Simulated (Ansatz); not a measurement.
**Pd: do energies and stresses tell the same story?**

These are results of Ansatz 0.2.0, DFT PBE, scalar-relativistic, plane waves, PAW, not measurements.

Cutoff 420 eV; k points 18×18×10 on the computed 2-atom cell (Γ-centred); Gaussian smearing, width 0.10 eV; collinear spin from starting moments 0.41 0.41 μB.

Relaxed cell: P6_3/mmc, a = 2.777 Å, b = 2.777 Å, c = 4.621 Å, α = 90.00°, β = 90.00°, γ = 120.00°, 2 atoms in the primitive cell. This form isn't the element's structure at ambient conditions.

Energies at zero smearing and pressures from the stress tensor, at volumes with shape and atoms relaxed:
| V (Å³/atom) | E − E(first) (meV/atom) | P (GPa) |
| --- | --- | --- |
| 13.576 | 0.00 | 29.46 |
| 14.038 | -71.19 | 19.92 |
| 14.501 | -117.34 | 12.00 |
| 14.964 | -142.47 | 5.43 |
| 15.427 | -150.19 | -0.01 |
| 15.890 | -143.55 | -4.49 |
| 16.352 | -125.10 | -8.17 |
| 16.970 | -85.78 | -12.05 |

Question: Check P = −dE/dV between neighbouring volumes, and get the bulk modulus from the pressures alone.

Answer: With 1 eV/Å³ = 160.2 GPa:
| middle V (Å³/atom) | −ΔE/ΔV (GPa) | mean P (GPa) |
| --- | --- | --- |
| 13.807 | 24.645 | 24.691 |
| 14.270 | 15.977 | 15.964 |
| 14.733 | 8.697 | 8.715 |
| 15.195 | 2.674 | 2.710 |
| 15.658 | -2.299 | -2.248 |
| 16.121 | -6.386 | -6.327 |
| 16.661 | -10.210 | -10.106 |

The two differ by 0.10 GPa at most. The mean of two end pressures misses the average over a step by about ΔV² P″/12, up to 0.14 GPa here; with that taken off 0.14 GPa remains. The stress is the derivative of the free energy, not of the energy at zero smearing, and with free energies 0.03 GPa remains. The largest site moment goes from 0.00 to 0.40 μB along the series, which bends P(V). Around V = 15.427 Å³/atom, the two neighbours give B = −V ΔP/ΔV = 15.427 × 9.92 / 0.926 = 165.3 GPa, against B0 = 164.5 GPa from the Birch–Murnaghan fit of the energies.

Only this magnetic start was tried.